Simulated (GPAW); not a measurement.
# Ge (Ia-3) in GPAW: notebook

One crystal, Ge, is run at these levels: PBEsol; tasks: band structure.

Everything below comes from runs of GPAW 26.7.0. Logs are shortened: lines on timing, memory, paths and dates and some standing lists are left out, and cuts for length are marked. The log counts tension as positive stress, the text compression.

## Step 1: The crystal as given

Symmetry: Ia-3, No. 206, cubic system. Conventional cell: a = 6.968 Å, b = 6.968 Å, c = 6.968 Å, α = 90.00°, β = 90.00°, γ = 90.00°. Ge (site symmetry 3) has 4 Ge at 2.43 to 2.51 Å as nearest neighbours.

This isn't the form of Ge at room conditions, which is diamond.

## Step 2: Band structure, PBEsol

run.py reads:

```python
from ase import Atoms
from ase.dft.bandgap import bandgap
from ase.io import write
from ase.units import GPa
from gpaw import GPAW, PW, setup_paths

setup_paths.insert(0, '.')

atoms = Atoms(['Ge', 'Ge', 'Ge', 'Ge', 'Ge', 'Ge', 'Ge', 'Ge'],
              cell=[[-3.48417028, 3.48417028, 3.48417028],
                    [3.48417028, -3.48417028, 3.48417028],
                    [3.48417028, 3.48417028, -3.48417028]],
              scaled_positions=[[0.29889908, 0.29889908, 0.29889908],
                                [0.0, 0.20110092, 0.5],
                                [0.20110092, 0.5, 0.0],
                                [0.5, 0.0, 0.20110092],
                                [0.70110092, 0.70110092, 0.70110092],
                                [0.0, 0.79889908, 0.5],
                                [0.79889908, 0.5, 0.0],
                                [0.5, 0.0, 0.79889908]],
              pbc=True)

calc = GPAW(mode=PW(600),
            xc='PBEsol',
            kpts={'size': (6, 6, 6), 'gamma': True},
            occupations={'name': 'fermi-dirac', 'width': 0.05},
            nbands=32,
            convergence={'density': 1e-05, 'energy': 1e-05},
            maxiter=150,
            txt='gpaw.txt')
atoms.calc = calc
energy = atoms.get_potential_energy()
forces = atoms.get_forces()
stress = atoms.get_stress()
calc.write('gs.gpw')
write('result.traj', atoms)
print(f'Energy: {energy:.6f} eV')
print('Forces (eV/A):')
print(forces.round(4))
print('Stress (GPa):', (stress / GPa).round(3))
print('Fermi level:', round(calc.get_fermi_level(), 4), 'eV')
print(f'Gap: {bandgap(calc)[0]:.4f} eV, direct: {bandgap(calc, direct=True)[0]:.4f} eV')

path = atoms.cell.bandpath('GHNGPH,PN', npoints=100, eps=1e-4)
bs_calc = calc.fixed_density(kpts=path, symmetry='off', nbands=58,
                             convergence={'bands': 'CBM+6.0', 'eigenstates': 1e-6}, txt='bands.txt')
bs = bs_calc.band_structure()
bs.write('bs.json')
print(f'Gap on the path: {bandgap(bs_calc)[0]:.4f} eV')
```

Potentials or basis: PAW data sets generated in the run's folder for this functional, pw.

On the command line:

```sh
$ gpaw-setup -f PBEsol Ge
$ OMP_NUM_THREADS=1 python run.py
```

gpaw.txt:

```text
__  _  _
 | _ |_)|_||  |
 |__||  | ||/\| - 26.7.0

Input parameters:
  mode=PW(ecut=600.0),
  convergence={'density': 1e-05, 'energy': 1e-05},
  kpts=MonkhorstPack(size=(6, 6, 6), gamma=True),
  maxiter=150,
  nbands=32,
  occupations=Occupations(name='fermi-dirac', width=0.05),
  xc=XC(name='PBEsol')

Diagonalizing LCAO Hamiltonian
Converting LCAO to pw mode

         Ge

                  Ge
         Ge
            GeGe
                Ge
                     Ge
                 Ge

Atoms  # Å, Bohr magnetons
|   | symbol |         x |         y |         z |    initial magnetic moments |
|---|--------|-----------|-----------|-----------|-----------------------------|
| 0 |     Ge |  1.041415 |  1.041415 |  1.041415 | ( 0.0000,  0.0000,  0.0000) |
| 1 |     Ge |  2.442755 |  1.041415 | -1.041415 | ( 0.0000,  0.0000,  0.0000) |
| 2 |     Ge |  1.041415 | -1.041415 |  2.442755 | ( 0.0000,  0.0000,  0.0000) |
| 3 |     Ge | -1.041415 |  2.442755 |  1.041415 | ( 0.0000,  0.0000,  0.0000) |
| 4 |     Ge |  2.442755 |  2.442755 |  2.442755 | ( 0.0000,  0.0000,  0.0000) |
| 5 |     Ge |  4.525586 | -1.041415 |  1.041415 | ( 0.0000,  0.0000,  0.0000) |
| 6 |     Ge | -1.041415 |  1.041415 |  4.525586 | ( 0.0000,  0.0000,  0.0000) |
| 7 |     Ge |  1.041415 |  4.525586 | -1.041415 | ( 0.0000,  0.0000,  0.0000) |

Unit cell  # Å
| periodic |         x |         y |         z |  lengths |     angles |
|----------|-----------|-----------|-----------|----------|------------|
|      yes | -3.484170 |  3.484170 |  3.484170 | 6.034760 | 109.471221 |
|      yes |  3.484170 | -3.484170 |  3.484170 | 6.034760 | 109.471221 |
|      yes |  3.484170 |  3.484170 | -3.484170 | 6.034760 | 109.471221 |

Number of symmetries: 6
Symmetry operations  # r_c * U_cc + t_c -> r_c
|   | kind |            matrix            |
|---|------|------------------------------|
| 0 |  E   |  1, 0, 0,  0, 1, 0,  0, 0, 1 |
| 1 |  C3  |  0, 1, 0,  0, 0, 1,  1, 0, 0 |
| 2 |  C3  |  0, 0, 1,  1, 0, 0,  0, 1, 0 |
| 3 |  S6  |  0, 0,-1, -1, 0, 0,  0,-1, 0 |
| 4 |  S6  |  0,-1, 0,  0, 0,-1, -1, 0, 0 |
| 5 |  i   | -1, 0, 0,  0,-1, 0,  0, 0,-1 |

BZ-sampling:
  Number of BZ points: 216
  Number of IBZ points: 40

  Monkhorst-Pack size: [6, 6, 6]
  Monkhorst-Pack shift: [0.08333333333333333, 0.08333333333333333, 0.08333333333333333]

K-points  # in reciprocal-cell coordinates
|     |                                coordinates |     weight |
|-----|--------------------------------------------|------------|
|   0 | (  0.00000000,   0.00000000,   0.00000000) | 0.00462963 |
|   1 | (  0.16666667,   0.00000000,  -0.16666667) | 0.02777778 |
|   2 | (  0.16666667,   0.00000000,   0.00000000) | 0.02777778 |
|   3 | (  0.16666667,   0.16666667,  -0.16666667) | 0.02777778 |
|   4 | (  0.16666667,   0.16666667,   0.00000000) | 0.02777778 |
|   5 | (  0.16666667,   0.16666667,   0.16666667) | 0.00925926 |
|   6 | (  0.33333333,  -0.16666667,  -0.33333333) | 0.02777778 |
|   7 | (  0.33333333,  -0.16666667,  -0.16666667) | 0.02777778 |
|   8 | (  0.33333333,  -0.16666667,   0.00000000) | 0.02777778 |
|   9 | (  0.33333333,  -0.16666667,   0.16666667) | 0.02777778 |
| ... |                                            |            |
|  39 | (  0.50000000,   0.50000000,   0.50000000) | 0.00462963 |

Plane wave coefficients: 5680
Cutoff: 600.0 eV

Spin-components: 1 (collinear spins)
Bands:           32
Projectors:      40
Spin-degeneracy: 2
Datatype:        complex128

Parallelization:
  kpt:    1
  domain: 1
  band:   1

Density:
  Valence electrons: 32.0
  Components: 1
  Grid points: [35 35 35]
  Charge: 0.0  # |e|

Potential:
  Grid points: [35 35 35]

species:
  Ge:
    name:    Germanium
    Z:       32.0
    valence: 4
    core:    28
    charge:  0.0  # [|e|]
    compensation charges:
      type: gauss
      rc: 0.32  # [Å]
      lmax: 2
    cutoffs:
      filter: 1.77  # [Å]
      core: 3.42  # [Å]
    projectors
    | kind |    occ | energy [eV] | rcut [Å] |
    |------|--------|-------------|----------|
    |   4s |  2.000 |     -11.738 |    1.005 |
    |   4p |  2.000 |      -3.898 |    1.005 |
    |    s |        |      15.473 |    1.005 |
    |    p |        |      23.314 |    1.005 |
    |    d |        |       0.000 |    1.005 |

    Using partial waves for Ge as LCAO basis

Reference energy: -456446.079505  # eV

eigensolver:
  PPCG
  Converge bands: occupied
  niter=2

density mixing:
  MSR1-Mixer
  Pratt-step length: 0.05
  Maximum mixing coefficient: 0.75
  Old densities: 10
  SVD Regularization: 0.005
  Good broyden scale: 1.0
  Trust region scale: 1.0
  Backstep threshold: 4.0
  History deletion threshold: 6.0
  Fourier metric: weight=20.0, sigma=0.015

occupation numbers:
  Fermi-Dirac:
    width: 0.0500  # eV

poisson solver:
  ecut: 4800.0  # eV

xc functional:
  name: PBEsol with 2 nearest neighbor stencil

convergence criteria:
- Maximum integral of absolute [dens]ity change: 1e-05 electrons / valence electron
- Maximum [total energy] change in last 3 cyles: 1e-05 eV / valence electron
- Maximum integral of absolute [eigenst]ate change: 4e-08 eV^2 / valence electron
maximum number of iterations: 150

SCF iterations
|iter     | |      energy | eigst |  dens |
|---------|-|-------------|-------|-------|
|iter:   1| |  -38.688070 | -0.61 |       |
|iter:   2| |  -38.666914 | -2.92 | -0.97 |
|iter:   3| |  -38.499532 | -2.55 | -0.99 |
|iter:   4| |  -38.492447 | -3.84 | -1.62 |
|iter:   5| |  -38.492389 | -5.20 | -2.41 |
|iter:   6| |  -38.492397c| -6.79 | -3.15 |
|iter:   7| |  -38.492397c| -8.04c| -3.98 |
|iter:   8| |  -38.492397c| -8.37c| -4.59 |
|iter:   9| |  -38.492397c| -9.38c| -5.67c|

Converged in 9 steps
Energy contributions relative to reference atoms: (reference = -456446.079505)

Energy contributions:
  Kinetic:          85.883548
  Coulomb:         -76.916276
  Zero:             -0.016175
  External:          0.000000
  Xc:              -47.436864
  Entropy:          -0.013260
  Spinorbit:         0.000000
  ----------------------------
  Free energy:     -38.499027
  Extrapolated:    -38.492397

dipole moment: (-68.300352, 22.767941, 22.767941)  # |e|*Ang

Fermi level: 6.444
Eigenvalues  # (at kpt = [0.000, 0.000, 0.000])
| band index |      eig [eV] | occ [0-2] |
|------------|---------------|-----------|
|          0 |        -6.425 |     2.000 |
|        ... |               |           |
|          8 |         1.935 |     2.000 |
|          9 |         1.935 |     2.000 |
|         10 |         2.876 |     2.000 |
|         11 |         2.876 |     2.000 |
|         12 |         2.876 |     2.000 |
|         13 |         5.196 |     2.000 |
[... 8 lines left out ...]
|         22 |        11.303 |     0.000 |
|         23 |        11.303 |     0.000 |
|        ... |               |           |
|         31 |        13.624 |     0.000 |

No gap
No difference between direct/indirect transitions

Forces  # eV/Ang
|        x |        y |        z |
|----------|----------|----------|
| -0.13871 | -0.13871 | -0.13871 |  # Ge   0
|  0.13871 | -0.13872 |  0.13873 |  # Ge   1
| -0.13872 |  0.13873 |  0.13871 |  # Ge   2
|  0.13873 |  0.13871 | -0.13872 |  # Ge   3
|  0.13871 |  0.13871 |  0.13871 |  # Ge   4
| -0.13871 |  0.13872 | -0.13873 |  # Ge   5
|  0.13872 | -0.13873 | -0.13871 |  # Ge   6
| -0.13873 | -0.13871 |  0.13872 |  # Ge   7

Stress tensor  # eV/Ang^3
|        x |        y |        z |
|----------|----------|----------|
| 0.000833 | 0.000000 | 0.000000 |
| 0.000000 | 0.000833 | 0.000000 |
| 0.000000 | 0.000000 | 0.000833 |

# Writing to gs.gpw (mode='')
```

It took 8.5 min on 1 thread of Arm Neoverse V1, shared host; peak memory 1.1 GiB.

What came out:

- Free energy: -38.4990 eV
- Pressure: -0.1 GPa
- Largest force: 0.240 eV/Å
- Band gap along the path: none (metal or under the smearing width)

Forces in eV/Å, atoms in the order of the input:
```
Ge  -0.139 -0.139 -0.139
Ge   0.139 -0.139  0.139
Ge  -0.139  0.139  0.139
Ge   0.139  0.139 -0.139
Ge   0.139  0.139  0.139
Ge  -0.139  0.139 -0.139
Ge   0.139 -0.139 -0.139
Ge  -0.139 -0.139  0.139
```

Levels at the corners of the path, in eV from the Fermi level:
| point | band 12 | band 13 | band 14 | band 15 | band 16 | band 17 | band 18 | band 19 | band 20 | band 21 |
| --- | --- | --- | --- | --- | --- | --- | --- | --- | --- | --- |
| Γ | -3.57 | -3.57 | -1.25 | -1.25 | -0.83 | 1.55 | 1.55 | 1.55 | 3.85 | 3.85 |
| H | -2.34 | -2.34 | -1.52 | 0.40 | 0.40 | 0.40 | 1.47 | 2.50 | 2.81 | 2.81 |
| N | -2.48 | -1.97 | -1.97 | -1.10 | -1.10 | 0.42 | 0.42 | 1.88 | 1.88 | 2.41 |
| Γ | -3.57 | -3.57 | -1.25 | -1.25 | -0.83 | 1.55 | 1.55 | 1.55 | 3.85 | 3.85 |
| P | -2.99 | -2.72 | -2.72 | -2.72 | -2.72 | 2.19 | 2.19 | 2.19 | 2.19 | 3.73 |
| H | -2.34 | -2.34 | -1.52 | 0.40 | 0.40 | 0.40 | 1.47 | 2.50 | 2.81 | 2.81 |
| P | -2.99 | -2.72 | -2.72 | -2.72 | -2.72 | 2.19 | 2.19 | 2.19 | 2.19 | 3.73 |
| N | -2.48 | -1.97 | -1.97 | -1.10 | -1.10 | 0.42 | 0.42 | 1.88 | 1.88 | 2.41 |

## Step 3: Band structure, PBEsol, spin-orbit coupling, no magnetisation

run.py: that of step 2 with these lines changed.

```diff
@@ -1 +1,2 @@
+import numpy as np
 from ase import Atoms
@@ -5,2 +6,3 @@
 from gpaw import GPAW, PW, setup_paths
+from gpaw.spinorbit import soc_eigenstates
 
@@ -49 +51,7 @@
 print(f'Gap on the path: {bandgap(bs_calc)[0]:.4f} eV')
+
+soc = soc_eigenstates(bs_calc, theta=90, phi=45)
+np.savetxt('soc_bands.dat', soc.eigenvalues(), fmt='%.4f')
+mesh = soc_eigenstates('gs.gpw', theta=90, phi=45)
+np.savetxt('soc_mesh.dat', mesh.eigenvalues(), fmt='%.4f')
+print('Fermi level with spin-orbit coupling:', round(mesh.fermi_level, 4), 'eV')
```

Potentials or basis: PAW data sets generated in the run's folder for this functional, pw.

On the command line:

```sh
$ gpaw-setup -f PBEsol Ge
$ OMP_NUM_THREADS=1 python run.py
```

gpaw.txt:

```text
__  _  _
 | _ |_)|_||  |
 |__||  | ||/\| - 26.7.0

Input parameters:
  mode=PW(ecut=600.0),
  convergence={'density': 1e-05, 'energy': 1e-05},
  kpts=MonkhorstPack(size=(6, 6, 6), gamma=True),
  maxiter=150,
  nbands=32,
  occupations=Occupations(name='fermi-dirac', width=0.05),
  xc=XC(name='PBEsol')

Diagonalizing LCAO Hamiltonian
Converting LCAO to pw mode

         Ge

                  Ge
         Ge
            GeGe
                Ge
                     Ge
                 Ge

Atoms  # Å, Bohr magnetons
|   | symbol |         x |         y |         z |    initial magnetic moments |
|---|--------|-----------|-----------|-----------|-----------------------------|
| 0 |     Ge |  1.041415 |  1.041415 |  1.041415 | ( 0.0000,  0.0000,  0.0000) |
| 1 |     Ge |  2.442755 |  1.041415 | -1.041415 | ( 0.0000,  0.0000,  0.0000) |
| 2 |     Ge |  1.041415 | -1.041415 |  2.442755 | ( 0.0000,  0.0000,  0.0000) |
| 3 |     Ge | -1.041415 |  2.442755 |  1.041415 | ( 0.0000,  0.0000,  0.0000) |
[... 148 lines left out ...]
  Zero:             -0.016175
  External:          0.000000
  Xc:              -47.436864
  Entropy:          -0.013260
  Spinorbit:         0.000000
  ----------------------------
  Free energy:     -38.499027
  Extrapolated:    -38.492397

dipole moment: (-68.300352, 22.767941, 22.767941)  # |e|*Ang

Fermi level: 6.444
Eigenvalues  # (at kpt = [0.000, 0.000, 0.000])
| band index |      eig [eV] | occ [0-2] |
|------------|---------------|-----------|
|          0 |        -6.425 |     2.000 |
|        ... |               |           |
|          8 |         1.935 |     2.000 |
|          9 |         1.935 |     2.000 |
|         10 |         2.876 |     2.000 |
|         11 |         2.876 |     2.000 |
|         12 |         2.876 |     2.000 |
|         13 |         5.196 |     2.000 |
[... 8 lines left out ...]
|         22 |        11.303 |     0.000 |
|         23 |        11.303 |     0.000 |
|        ... |               |           |
|         31 |        13.624 |     0.000 |

No gap
No difference between direct/indirect transitions

Forces  # eV/Ang
|        x |        y |        z |
|----------|----------|----------|
| -0.13871 | -0.13871 | -0.13871 |  # Ge   0
|  0.13871 | -0.13872 |  0.13873 |  # Ge   1
| -0.13872 |  0.13873 |  0.13871 |  # Ge   2
|  0.13873 |  0.13871 | -0.13872 |  # Ge   3
|  0.13871 |  0.13871 |  0.13871 |  # Ge   4
| -0.13871 |  0.13872 | -0.13873 |  # Ge   5
|  0.13872 | -0.13873 | -0.13871 |  # Ge   6
| -0.13873 | -0.13871 |  0.13872 |  # Ge   7

Stress tensor  # eV/Ang^3
|        x |        y |        z |
|----------|----------|----------|
| 0.000833 | 0.000000 | 0.000000 |
| 0.000000 | 0.000833 | 0.000000 |
| 0.000000 | 0.000000 | 0.000833 |

# Writing to gs.gpw (mode='')
```

bands.txt:

```text
Diagonalizing LCAO Hamiltonian
Converting LCAO to pw mode
convergence criteria:
- Maximum integral of absolute [eigenst]ate change: 1e-06 eV^2 / valence electron
maximum number of iterations: 150

SCF iterations
|iter     | |      energy | eigst |  dens |
|---------|-|-------------|-------|-------|
|iter:   1| |             | +1.33 |       |
[... 105 lines left out ...]
         [ 0.15909091,  0.15909091,  0.34090909],
         [ 0.13636364,  0.13636364,  0.36363636],
         [ 0.11363636,  0.11363636,  0.38636364],
         [ 0.09090909,  0.09090909,  0.40909091],
         [ 0.06818182,  0.06818182,  0.43181818],
         [ 0.04545455,  0.04545455,  0.45454545],
         [ 0.02272727,  0.02272727,  0.47727273],
         [ 0.        ,  0.        ,  0.5       ]])),
  maxiter=150,
  nbands=58,
  occupations=Occupations(name='fermi-dirac', width=0.05),
  symmetry=Symmetry(point_group=False, time_reversal=False),
  xc=XC(name='PBEsol')
```

Wall time 8.5 min (1 thread of Arm Neoverse V1, shared host); peak memory 1.2 GiB.

Results:

- Free energy: -38.4990 eV
- Pressure: -0.1 GPa
- Largest force: 0.240 eV/Å
- Band gap along the path: none (metal or under the smearing width)

Forces on the atoms (eV/Å):
```
Ge  -0.139 -0.139 -0.139
Ge   0.139 -0.139  0.139
Ge  -0.139  0.139  0.139
Ge   0.139  0.139 -0.139
Ge   0.139  0.139  0.139
Ge  -0.139  0.139 -0.139
Ge   0.139 -0.139 -0.139
Ge  -0.139 -0.139  0.139
```

Levels at the corners of the path, in eV from the Fermi level:
| point | band 29 | band 30 | band 31 | band 32 | band 33 | band 34 | band 35 | band 36 |
| --- | --- | --- | --- | --- | --- | --- | --- | --- |
| Γ | -1.24 | -1.24 | -0.82 | -0.82 | 1.50 | 1.50 | 1.58 | 1.58 |
| H | 0.24 | 0.24 | 0.49 | 0.49 | 0.49 | 0.49 | 1.47 | 1.47 |
| N | -1.09 | -1.09 | -1.09 | -1.09 | 0.43 | 0.43 | 0.43 | 0.43 |
| Γ | -1.24 | -1.24 | -0.82 | -0.82 | 1.50 | 1.50 | 1.58 | 1.58 |
| P | -2.74 | -2.74 | -2.64 | -2.64 | 2.12 | 2.12 | 2.22 | 2.22 |
| H | 0.24 | 0.24 | 0.49 | 0.49 | 0.49 | 0.49 | 1.47 | 1.47 |
| P | -2.74 | -2.74 | -2.64 | -2.64 | 2.12 | 2.12 | 2.22 | 2.22 |
| N | -1.09 | -1.09 | -1.09 | -1.09 | 0.43 | 0.43 | 0.43 | 0.43 |

Caveat: spin-orbit coupling was added after a scalar SCF, so levels and gaps hold it while energy, forces, pressure and moments don't; this program's spin-orbit splittings come out too wide for heavy elements.
